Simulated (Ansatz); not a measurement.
Crystal: Ag.

```
Ag
1.0
     0.00000    2.04275    2.04275
     2.04275    0.00000    2.04275
     2.04275    2.04275    0.00000
Ag
1
Direct
  0.00000 0.00000 0.00000
```

Base run:

```yaml
Program: Ansatz 0.2.0
Functional: SVWN5
Potentials_or_basis: Ansatz PAW
Cutoff: "420 eV (not typed: the program's choice for these potentials)"
k_mesh: 11 × 11 × 11
Occupations: fermi-dirac, width 0.05 eV
Spin: no spin polarisation
```

Its results: band gap on the k mesh none (metal or under the smearing width); pressure -7.7 GPa.

Question: After a change of settings the same cell gave: band gap on the k mesh none (metal or under the smearing width); pressure 4.4 GPa. Which change was it?
A. functional from SVWN5 to LDA; potentials or basis from Ansatz PAW to JTH PAW LDA; cutoff from 420 eV (not typed: the program's choice for these potentials) to 1380 eV; valence electrons from 19 to 11
B. functional from SVWN5 to PBE; cutoff from 420 eV (not typed: the program's choice for these potentials) to 350 eV
C. functional from SVWN5 to RPBE

Answer: B.

PBE binds less tightly than SVWN5, so the same cell stands under more pressure.

Caveats: the PAW data sets come from PBE, with cores solved anew for the run's functional, which leaves a small shift of forces and pressure (some runs); the cutoff lies under the one recommended for these potentials (some runs).
